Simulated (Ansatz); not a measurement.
## Compressing Sc

These are results of DFT PBEsol, scalar-relativistic, plane waves, PAW in Ansatz 0.2.0, not measurements. Run with 420 eV cutoff, 16×16×16 k-mesh, Gaussian smearing of 0.10 eV, no spin polarisation.

Reference structure (relaxed):

```xyz
1
Lattice="3.2173 0.0553 0.0136 1.5584 2.8153 0.0188 1.5838 0.9470 2.6388" Properties=species:S:1:pos:R:3 pbc="T T T"
Sc    0.0000    0.0000    0.0000
```

Cell and atoms are relaxed at each pressure within the symmetry of the start, at zero temperature, so transitions that lower the symmetry aren't seen. The k-mesh given is that at zero pressure and may differ at others. a, b and c are the lengths of the cell vectors above.

| P (GPa) | V (Å³/atom) | V/V0 | a (Å) | b (Å) | c (Å) |
| --- | --- | --- | --- | --- | --- |
| -1 | 24.05 | 1.020 | 3.240 | 3.240 | 3.241 |
| 0 | 23.58 | 1.000 | 3.218 | 3.218 | 3.220 |
| 1 | 23.16 | 0.982 | 3.199 | 3.199 | 3.200 |
| 4 | 22.06 | 0.935 | 3.148 | 3.148 | 3.149 |
| 12 | 19.89 | 0.844 | 3.041 | 3.041 | 3.042 |
| 25 | 17.57 | 0.745 | 2.918 | 2.918 | 2.918 |
| 50 | 14.87 | 0.631 | 2.760 | 2.760 | 2.761 |
| 90 | 12.31 | 0.522 | 2.592 | 2.592 | 2.592 |

**Question.** What bulk modulus and pressure derivative fit these points?

**Answer.** A third-order Birch–Murnaghan fit gives B0 = 54 GPa and B0' = 3.3.

This fcc form isn't the element's structure at ambient conditions.